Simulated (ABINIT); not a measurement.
Write the native input for ABINIT 10.8.3 (patched build) that does the following.

| Quantity | Value |
| --- | --- |
| Task | band structure |
| Functional | r2SCAN |
| Potentials or basis | JTH PAW PBE v2.0 |
| Cutoff | 517 eV |
| k mesh | 8 × 8 × 8 |
| Occupations | fermi-dirac, width 0.05 eV |
| Spin | no spin polarisation |
| Fine-grid cutoff | 1034.03 eV |

Crystal: Sb.

```
Sb
1.0
     2.15420    1.24373    3.75800
    -2.15420    1.24373    3.75800
     0.00000   -2.48746    3.75800
Sb
2
Direct
  0.76651 0.76651 0.76651
  0.23349 0.23349 0.23349
```

One way to write it, as run:

run.abi

```
# Datasets: ground state, then fixed potential
ndtset 2

# Pseudopotentials
pp_dirpath "./"
pseudos "Sb.GGA_PBE-JTH.xml"

# Structure
acell 3*1.0
rprim
     4.0708480177     2.3503051989     7.1015907763
    -4.0708480177     2.3503051989     7.1015907763
     0.0000000000    -4.7006103977     7.1015907763
ntypat 1
znucl 51
natom 2
typat 1 1
xcart
     0.0000000000     0.0000000000    16.3303210379
     0.0000000000     0.0000000000     4.9744512911

# Plane-wave basis
ecut 19.0
pawecutdg 38.0

# Exchange and correlation
ixc -497498
usekden 1
pawxcdev 0

# Bands and occupations
occopt 3
tsmear 0.05 eV

# SCF cycle
nstep 100

# Output
iomode 3
prtwf 0
prteig 0
prtebands 0
enunit 1
prtden1 1
prtkden1 1

# Dataset 1
kptopt1 1
ngkpt1 8 8 8
nshiftk1 1
shiftk1 0.0 0.0 0.0
nband1 19
tolvrs1 1.0e-7

# Dataset 2: bands along G-L-B1
iscf2 -2
getden2 1
getkden2 1
nband2 25
nbdbuf2 4
tolwfr2 1.0e-11
kptopt2 -2
ndivsm2 8
prteig2 1
prtvol2 -3
kptbounds2
     0.0000000000     0.0000000000     0.0000000000
     0.5000000000     0.0000000000     0.0000000000
     0.5000000000     0.2396873643    -0.2396873643
```

Potentials or basis: JTH PAW PBE v2.0.

The run is started by

```console
$ abinit run.abi > log 2>&1
```

It gave:

```
Pressure                                              : 1.5 GPa
Largest force                                         : 0.008 eV/Å
Band gap on the k mesh                                : none (metal or under the smearing width)
Valence electrons inside the program's atomic spheres : Sb 12.42 (radii [1.2705] Å)
```

Caveat: the PAW data sets were made with another functional, which shifts forces and pressure a little; spin-orbit coupling is left out, which moves the levels of the heavy elements.

It took 3 min on 1 thread of Intel(R) Xeon(R) 6975P-C (Granite Rapids), with other jobs on the host, peak memory 0.2 GiB.
